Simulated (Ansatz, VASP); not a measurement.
## One calculation of AgI, two programs

INCAR

```
ALGO = Normal
EDIFF = 1E-7
ENCUT = 520
GGA = PS
ISIF = 2
ISMEAR = -1
LASPH = True
LCHARG = False
LREAL = False
LWAVE = False
NBANDS = 16
NELM = 100
PREC = Accurate
SIGMA = 0.05
```

KPOINTS

```
k-points
0
Gamma
  7 7 7
```

Contents of POSCAR:

```
AgI
1.0
    0.0000000000      3.2147778690      3.2147778690
    3.2147778690      0.0000000000      3.2147778690
    3.2147778690      3.2147778690      0.0000000000
I Ag
1 1
Direct
    0.7500000000      0.7500000000      0.7500000000
    0.0000000000      0.0000000000      0.0000000000
```

Contents of input.yaml:

```yaml
crystal:
  lattice:
    - [0.0, 3.214777869, 3.214777869]
    - [3.214777869, 0.0, 3.214777869]
    - [3.214777869, 3.214777869, 0.0]
  atoms:
    - { symbol: I, position: [0.75, 0.75, 0.75] }
    - { symbol: Ag, position: [0.0, 0.0, 0.0] }
hamiltonian:
  xc: pbesol
  pseudopotentials: { kind: paw }
kpoints:
  mp_grid: { grid: [7, 7, 7] }
scf:
  occupations: { method: fermi_dirac, width: 0.05 }
output:
  forces: true
  stress: true
  eigenvalues: true
  write_density: true
  write_potential: true
  elf: true
  volumetric_format: npy
```

Change from the starting cell: volume scaled by 0.98.

Alike in both runs: task single point; functional PBEsol; k mesh 7 × 7 × 7; occupations fermi-dirac, width 0.05 eV; no spin polarisation.

|  | VASP | Ansatz |
| --- | --- | --- |
| version | VASP 6.6.1 | Ansatz 0.2.0 |
| potentials or method | VASP PAW PBE potentials, release 64 (I, Ag) | Ansatz PAW |
| plane-wave cutoff (eV) | 520 | 420 |
| valence electrons in the cell | 18 | 36 |

|  | VASP | Ansatz | Ansatz less VASP |
| --- | --- | --- | --- |
| gap on the k mesh at the Fermi level (eV) | 1.20 | 1.20 | -0.003 |
| least direct gap on the mesh (eV) | 1.20 | 1.20 | -0.003 |
| pressure (GPa) | 0.3 | 0.3 | +0.05 |

With one functional, cell and mesh, what is left measures potentials, basis and numerics. The two sets of potentials don't hold the same shells in valence.

Caveats: spin-orbit coupling is left out, which moves the levels of the heavy elements; the PAW data sets were made with another functional, which shifts forces and pressure a little (VASP); odd divisions of the mesh miss points on the zone boundary, where band edges often lie, so the gap on the mesh can be too wide (Ansatz); the PAW data sets come from PBE, with cores solved anew for the run's functional, which leaves a small shift of forces and pressure (Ansatz).
